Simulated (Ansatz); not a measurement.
Runs of Ansatz 0.2.0 on C. It takes space group Fd-3m (No. 227, cubic). The conventional cell has a = 3.567 Å, b = 3.567 Å, c = 3.567 Å, α = 90.00°, β = 90.00°, γ = 90.00°. Around C (site symmetry -43m) lie 4 C at 1.54 Å. This isn't the form of C at room conditions, which is graphite.

```csv
task,level,potentials or basis,cell,k mesh,cutoff (eV),smearing,basis error allowed,gap on the mesh (eV),pressure (GPa),relaxed volume (Å³/atom)
relaxation of cell and atoms,PBEsol,"all-electron LAPW, scalar-relativistic",relaxed,13 × 13 × 13,-,fermi-dirac 0.05 eV,0.001 eV/atom,(a),0.0,(b)
single point,PBE,"all-electron LAPW, scalar-relativistic",as given,9 × 9 × 9,389,fermi-dirac 0.06 eV,0.003 eV/atom,4.16,1.8,-
Born charges and dielectric tensor,PBE,all-electron PAW datasets made for the crystal,as given,13 × 13 × 13,600,fixed,-,4.15,-,-
relaxation of cell and atoms,PBE+D3(BJ),"all-electron LAPW, scalar-relativistic",relaxed,13 × 13 × 13,-,fermi-dirac 0.05 eV,0.001 eV/atom,4.17,0.0,5.62
```

Alike in all rows: no spin polarisation.

Problem. Fill in the values left out.

Solution. (a) 4.04; (b) 5.61.

Caveats: an odd mesh through Γ misses points on the zone boundary, where band edges often lie; the program warned that the printed levels may be off, so bands, gaps and densities of states are rough (some runs).

The runs don't all hold the same shells in valence.
